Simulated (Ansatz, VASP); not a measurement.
# Two plane-wave programs on Mo

Contents of INCAR:

```
PREC = Accurate
ENCUT = 520
EDIFF = 1E-6
ISMEAR = -1
SIGMA = 0.08
LREAL = False
LASPH = True
NELM = 60
ALGO = Normal
ISIF = 2
LWAVE = False
LCHARG = True
GGA = PE
LELF = True
LVHAR = True
NBANDS = 13
```

KPOINTS

```
regular mesh
0
Gamma
  17 17 17
```

POSCAR

```
Mo
1.0
   -1.5806545822      1.5806545822      1.5806545822
    1.5806545822     -1.5806545822      1.5806545822
    1.5806545822      1.5806545822     -1.5806545822
Mo
1
Direct
    0.0000000000      0.0000000000      0.0000000000
```

Input for Ansatz:

```yaml
crystal:
  lattice:
    - [-1.5806545822, 1.5806545822, 1.5806545822]
    - [1.5806545822, -1.5806545822, 1.5806545822]
    - [1.5806545822, 1.5806545822, -1.5806545822]
  atoms:
    - { symbol: Mo, position: [0.0, 0.0, 0.0] }
kpoints:
  mp_grid: { grid: [17, 17, 17] }
scf:
  occupations: { method: fermi_dirac, width: 0.08 }
hamiltonian:
  xc: pbe
  pseudopotentials: { kind: nc }
output:
  forces: true
  stress: true
  eigenvalues: true
```

Change from the starting cell: volume scaled by 1, norm-conserving files.

Alike in both runs: task single point; functional PBE; k mesh 17 × 17 × 17; occupations fermi-dirac, width 0.08 eV; no spin polarisation.

|  | VASP | Ansatz |
| --- | --- | --- |
| version | VASP 6.6.1 | Ansatz 0.2.0 |
| potentials or method | VASP PAW PBE potentials, release 64 (Mo_sv) | norm-conserving pseudopotentials, scalar-relativistic |
| plane-wave cutoff (eV) | 520 | 1088 |
| valence electrons in the cell | 14 | 14 |

Ansatz gave:

- pressure (GPa): 0.0

Question: Which values does VASP return?

Answer: Pressure (GPa): 0.5.
